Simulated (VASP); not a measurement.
# Mn: band structure with PBEsol+U

The system is Mn, a sheet with vacuum.

```
Mn
1.0
     2.61432    0.00000    0.00000
     0.00000    2.61432    0.00000
     0.00000    0.00000   23.80000
Mn
1
Direct
  0.00000 0.00000 0.29412
```

The cell was built by a generator and needn't be a form met in nature.

| Item | Value |
| --- | --- |
| Program | VASP 6.6.1 |
| Task | band structure |
| Functional | PBEsol |
| Potentials or basis | VASP PAW PBE potentials, release 64 (Mn_pv) |
| Cutoff | 520 eV |
| k mesh | 10 × 10 × 1 |
| Occupations | fermi-dirac, width 0.02 eV |
| Spin | collinear spin, ferromagnetic start |
| Starting moments | [4.0] μB |
| Hubbard terms | Mn d U = 4.5 eV |
| Further INCAR settings | ALGO = Normal; EDIFF = 1e-06; NBANDS = 16 |

| Property | Result |
| --- | --- |
| Band gap along the path | none (metal or under the smearing width) |
| Net moment | 4.73 μB per cell |
| Site moments | Mn +4.46 μB |
| Valence electrons inside the program's atomic spheres | Mn 11.40 |

Levels at the corners of the path, in eV from the Fermi level:
Spin up:
```csv
point,band 7,band 8,band 9,band 10,band 11,band 12
Γ,-4.99,-4.99,-4.27,-1.07,3.01,3.65
X,-5.07,-4.88,-0.78,1.38,4.00,6.16
X,-5.07,-4.88,-0.78,1.38,4.00,6.16
M,-5.10,-3.66,4.06,4.06,8.12,8.20
M,-5.10,-3.66,4.06,4.06,8.12,8.20
Γ,-4.99,-4.99,-4.27,-1.07,3.01,3.65
Γ,-4.99,-4.99,-4.27,-1.07,3.01,3.65
Z,-4.99,-4.99,-4.27,-1.07,3.01,3.60
Z,-4.99,-4.99,-4.27,-1.07,3.01,3.60
R,-5.07,-4.88,-0.78,1.38,4.00,6.16
R,-5.07,-4.88,-0.78,1.38,4.00,6.16
A,-5.10,-3.66,4.06,4.06,8.12,8.20
A,-5.10,-3.66,4.06,4.06,8.12,8.20
Z,-4.99,-4.99,-4.27,-1.07,3.01,3.60
X,-5.07,-4.88,-0.78,1.38,4.00,6.16
R,-5.07,-4.88,-0.78,1.38,4.00,6.16
M,-5.10,-3.66,4.06,4.06,8.12,8.20
A,-5.10,-3.66,4.06,4.06,8.12,8.20
```
Spin down:
```csv
point,band 1,band 2,band 3,band 4,band 5,band 6,band 7,band 8,band 9
Γ,-46.69,-46.46,-46.46,-5.19,-0.33,0.49,0.82,3.36,3.46
X,-46.72,-46.66,-46.43,-0.50,0.03,0.51,2.16,2.20,3.71
X,-46.72,-46.66,-46.43,-0.50,0.03,0.51,2.16,2.20,3.71
M,-46.68,-46.68,-46.64,-1.27,1.68,1.68,3.01,4.80,5.51
M,-46.68,-46.68,-46.64,-1.27,1.68,1.68,3.01,4.80,5.51
Γ,-46.69,-46.46,-46.46,-5.19,-0.33,0.49,0.82,3.36,3.46
Γ,-46.69,-46.46,-46.46,-5.19,-0.33,0.49,0.82,3.36,3.46
Z,-46.69,-46.46,-46.46,-5.19,-0.33,0.49,0.82,3.36,3.49
Z,-46.69,-46.46,-46.46,-5.19,-0.33,0.49,0.82,3.36,3.49
R,-46.72,-46.66,-46.43,-0.50,0.03,0.51,2.16,2.20,3.71
R,-46.72,-46.66,-46.43,-0.50,0.03,0.51,2.16,2.20,3.71
A,-46.68,-46.68,-46.64,-1.27,1.68,1.68,3.01,4.80,5.51
A,-46.68,-46.68,-46.64,-1.27,1.68,1.68,3.01,4.80,5.51
Z,-46.69,-46.46,-46.46,-5.19,-0.33,0.49,0.82,3.36,3.49
X,-46.72,-46.66,-46.43,-0.50,0.03,0.51,2.16,2.20,3.71
R,-46.72,-46.66,-46.43,-0.50,0.03,0.51,2.16,2.20,3.71
M,-46.68,-46.68,-46.64,-1.27,1.68,1.68,3.01,4.80,5.51
A,-46.68,-46.68,-46.64,-1.27,1.68,1.68,3.01,4.80,5.51
```

Eigenvalues of the final occupation matrices:
```tsv
site	spin	trace	eigenvalues
site 1 d	1	4.62	0.90 0.93 0.93 0.93 0.93
site 1 d	2	0.22	0.00 0.00 0.01 0.04 0.17
```

It took 6.5 min on 1 thread of Intel(R) Xeon(R) Platinum 8488C (Sapphire Rapids) (shared host), peak memory 0.34 GiB.

Caveat: the U is typed as a test and isn't derived for this compound. The state reached can hang on the start; a lower one may exist.
